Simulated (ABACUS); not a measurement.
Te under changes of volume

One of the cells (33.925 Å³/atom); the others are scaled copies at fixed shape and fractional positions:

```xyz
3
Lattice="4.4540 0.0000 0.0000 -2.2270 3.8573 0.0000 0.0000 0.0000 5.9240" Properties=species:S:1:pos:R:3 pbc="T T T"
Te    1.6279    2.8197    0.0000
Te   -0.5991    1.0376    3.9493
Te    1.1981    0.0000    1.9747
```

* Program: ABACUS 3.10.1
* Functional: PBE
* Potentials or basis: PseudoDojo NC SR 0.4.1 PBE standard
* Cutoff: 1129 eV
* Density cutoff: 4517 eV
* Basis: plane waves
* k mesh: 7 × 7 × 5
* Occupations: fermi-dirac, width 0.05 eV
* Spin: no spin polarisation

| volume (Å³/atom) | energy over the lowest point (meV/atom) | pressure (GPa) | gap on the mesh (eV) | largest force (eV/Å) |
| --- | --- | --- | --- | --- |
| 31.890 | 47.55 | 5.3 | 0.60 | 0.558 |
| 32.568 | 28.14 | 3.9 | 0.61 | 0.431 |
| 33.247 | 14.22 | 2.7 | 0.62 | 0.312 |
| 33.925 | 5.22 | 1.6 | 0.62 | 0.201 |
| 34.604 | 0.64 | 0.6 | 0.63 | 0.097 |
| 35.282 | 0.00 | -0.3 | 0.63 | 0.001 |
| 35.961 | ? | ? | ? | ? |

What does the run at 35.961 Å³/atom give?

Energy over the lowest point 2.90 meV/atom; pressure -1.1 GPa; gap on the mesh 0.63 eV; largest force 0.092 eV/Å.

Worked out: A Birch-Murnaghan fit of order 3 (a polynomial in V^(-2/3)) to the other rows has its minimum at 35.06 Å³/atom with B0 = V·E''(V) = 45 GPa and B' = 4.7 at fixed shape and positions, which overstates the stiffness. It gives 2.91 meV/atom at 35.961 Å³/atom, against the run's 2.90, and -dE/dV = -1.1 GPa, against -1.1. A straight line through the other rows of the gap, of slope 0.298 eV per unit of ln V, extrapolates to 0.64 eV, against the run's 0.63.

Energies are extrapolated to zero smearing.

Caveats: spin-orbit coupling is left out, which moves the levels of the heavy elements; an odd mesh through Γ misses points on the zone boundary, where band edges often lie.
